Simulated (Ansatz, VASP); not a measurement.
One calculation of PbSe, two programs

The input INCAR:

```
SYSTEM = PbSe
PREC = Accurate
ENCUT = 520
EDIFF = 1E-6
ISMEAR = 0
SIGMA = 0.01
LREAL = .FALSE.
LASPH = .TRUE.
NELM = 100
ALGO = Normal
ISIF = 2
LWAVE = .FALSE.
LCHARG = .FALSE.
NBANDS = 28
```

KPOINTS

```
regular mesh
0
G
  3 3 2
  0 0 0
```

The input POSCAR:

```
PbSe
1.0
    4.4148899600      0.0000000000      0.0000000000
   -0.0103110200      4.4148779200      0.0000000000
   -2.2022894700     -2.2074389600     12.0007990000
Pb Se
2 2
Direct
    0.8001900000      0.8145460000      0.6176240000
    0.1926960000      0.1931600000      0.3815570000
    0.3001050000      0.3157340000      0.6220350000
    0.6768540000      0.7126680000      0.3768060000
```

Input for Ansatz:

```yaml
crystal:
  lattice:
    - [4.41488996, 0.0, 0.0]
    - [-0.01031102, 4.41487792, 0.0]
    - [-2.20228947, -2.20743896, 12.000799]
  atoms:
    - { symbol: Pb, position: [0.8001899999999998, 0.814546, 0.617624] }
    - { symbol: Pb, position: [0.192696, 0.19316, 0.3815569999999999] }
    - { symbol: Se, position: [0.300105, 0.315734, 0.622035] }
    - { symbol: Se, position: [0.676854, 0.712668, 0.376806] }
accuracy: low
basis:
  ecutwfc: 544.22772491976
kpoints:
  mp_grid:
    grid: [3, 3, 2]
    shift: [0.0, 0.0, 0.0]
  band_path:
    path:
      - [0.0, 0.3333333333333333, -1.556697902610683e-17]
      - [-0.0210795468102234, 0.33338256482737294, 0.010515157658091894]
      - [0.0210795468102234, 0.33328410183929374, -0.010515157658091927]
      - [0.0, 0.3122538440098753, 0.010539744661728974]
      - [0.0, 0.3544128226567913, -0.010539744661729005]
      - [0.0, 0.3333333333333333, -0.05729959445706825]
      - [0.0, 0.3333333333333333, 0.057299594457068226]
      - [0.0210795468102234, 0.35436359116275173, -0.021054902319820917]
      - [0.0210795468102234, 0.31220461251583576, 2.4587003637062606e-05]
      - [-0.0210795468102234, 0.3544620541508309, -2.458700363709374e-05]
      - [-0.0210795468102234, 0.31230307550391495, 0.021054902319820885]
      - [0.0210795468102234, 0.33328410183929374, 0.046784436798976314]
      - [0.0210795468102234, 0.33328410183929374, -0.06781475211516017]
      - [-0.0210795468102234, 0.33338256482737294, 0.06781475211516014]
      - [-0.0210795468102234, 0.33338256482737294, -0.04678443679897634]
      - [0.0, 0.3544128226567913, 0.04675984979533923]
      - [0.0, 0.3544128226567913, -0.06783933911879723]
      - [0.0, 0.3122538440098753, 0.0678393391187972]
      - [0.0, 0.3122538440098753, -0.04675984979533926]
    npoints: 1
hamiltonian:
  xc: lda
scf:
  occupations:
    method: fixed
```

Alike in both runs: task single point; functional LDA; k mesh 3 × 3 × 2; no spin polarisation.

|  | VASP | Ansatz |
| --- | --- | --- |
| version | VASP 6.6.1 | Ansatz 0.2.0 |
| potentials or method | VASP PAW LDA potentials, release 64 (Pb_d, Se) | plane waves, PAW |
| plane-wave cutoff (eV) | 520 | 544 |
| occupations | gaussian, width 0.01 eV | fixed |
| valence electrons in the cell | 40 | 60 |

|  | VASP | Ansatz | Ansatz less VASP |
| --- | --- | --- | --- |
| gap on the k mesh at the Fermi level (eV) | 2.00 | 2.01 | +0.007 |

The two sets of potentials don't hold the same shells in valence.

Caveats: the k mesh is coarse (spacing up to 0.48 Å⁻¹), so the values aren't converged; spin-orbit coupling is left out, which as a rule narrows the gap of such compounds by several tenths of an eV.
